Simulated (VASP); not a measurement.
# Mg, energy along a vibration (SMASS = -2): which settings are enough?

Mg, Im-3m (no. 229), atoms displaced along the mode, 2 atoms in the cell. PBE, energy along a line of displacements; PAW potentials Mg (PBE set). VASP 6.6.1.

Wanted: harmonic frequency within 1 %.

Space group without the displacement: Im-3m (no. 229); Mode: mode at H.

POSCAR of the starting run:
```
Mg
1.0
    3.5455289934      0.0000000000      0.0000000000
    0.0000000000      3.5455289934      0.0000000000
    0.0000000000      0.0000000000      3.5455289934
Mg
2
Direct
   -0.0112818144      0.0000000000      0.0000000000
    0.5112818144      0.5000000000      0.5000000000

    0.0100000000   0.0000000000   0.0000000000
   -0.0100000000   0.0000000000   0.0000000000
```

The series start from k mesh: 6 × 6 × 6; Cutoff (eV): 260; Step along the mode (Å): 0.02; Electronic threshold (eV): 1e-7. Each series keeps the choices made before it, and each single choice may use up half of a tolerance.

## k mesh

| k mesh | Harmonic frequency (THz) | Time (s) |
|---|---|---|
| 2 × 2 × 2 | 6.438 | 11 |
| 3 × 3 × 3 | 7.401 | 10 |
| 4 × 4 × 4 | 7.506 | 13 |
| 6 × 6 × 6 | 7.253 | 21 |
| 7 × 7 × 7 | 7.301 | 26 |
| 9 × 9 × 9 | 7.293 | 48 |
| 11 × 11 × 11 (reference) | 7.339 | 81 |

Chosen: 11 × 11 × 11; the next looser run is off by more than half of the tolerance, so convergence isn't shown beyond this value.

## Cutoff (eV)

| Cutoff (eV) | Harmonic frequency (THz) | Time (s) |
|---|---|---|
| 140 | 7.365 | 24 |
| 170 | 7.34 | 30 |
| 200 | 7.332 | 32 |
| 230 | 7.341 | 64 |
| 260 | 7.339 | 81 |
| 300 (reference) | 7.33 | 80 |

Chosen: 140, the loosest value from which every tighter one stays within half of the tolerance.

## Electronic threshold (eV)

| Electronic threshold (eV) | Harmonic frequency (THz) | Time (s) |
|---|---|---|
| 0.001 | 7.348 | 19 |
| 0.0001 | 7.348 | 25 |
| 1e-5 | 7.348 | 25 |
| 1e-6 | 7.348 | 30 |
| 1e-7 | 7.348 | 31 |
| 1e-8 (reference) | 7.348 | 38 |

Chosen: 0.001.

Also changed on the way, by series that aren't shown: Step along the mode (Å): 0.08.

## All choices together

| Input | Harmonic frequency (THz) | Time (s) |
|---|---|---|
| defaults on a coarse mesh (naive) | 7.413 | 1.4 |
| chosen settings | 7.348 | 19 |
| reference settings throughout | 7.33 | 100 |

The chosen settings stay within the tolerance of the reference run, but the reference itself isn't shown to be converged in: k mesh.

## The input

INCAR:
```
SYSTEM = Mg
GGA = PE
PREC = Accurate
ENCUT = 140
EDIFF = 0.001
ALGO = Normal
LREAL = .FALSE.
LASPH = .TRUE.
ISMEAR = 1
SIGMA = 0.15
ISYM = 0
LWAVE = .FALSE.
LCHARG = .FALSE.
IBRION = 0
SMASS = -2
POTIM = 1
NSW = 9
NELMIN = 4
IWAVPR = 11
KPAR = 2
```

KPOINTS:
```
Automatic mesh
0
Gamma
  11 11 11
  0 0 0
```

POSCAR:
```
Mg
1.0
    3.5455289934      0.0000000000      0.0000000000
    0.0000000000      3.5455289934      0.0000000000
    0.0000000000      0.0000000000      3.5455289934
Mg
2
Direct
   -0.0451272575      0.0000000000      0.0000000000
    0.5451272575      0.5000000000      0.5000000000

    0.0400000000   0.0000000000   0.0000000000
   -0.0400000000   0.0000000000   0.0000000000
```

Commands:
```
cat potpaw_PBE.64/Mg/POTCAR > POTCAR
mpirun -np 2 vasp_std > vasp.out
```

Limits: NELMIN = 4 forces that many electronic steps, so a loose EDIFF looks better here than it is.

The chosen input took VASP 6.6.1 19 s on 2 cores (Intel Xeon Platinum 8259CL @ 2.50GHz (Skylake/Cascade Lake)), a shared host.

## An input that fails: POTIM multiplies the typed steps tenfold

It runs to its end, but against the unchanged starting input it is off by 572 % in the harmonic frequency.

Changes against the starting input:
```
- POTIM = 1
+ POTIM = 10
```
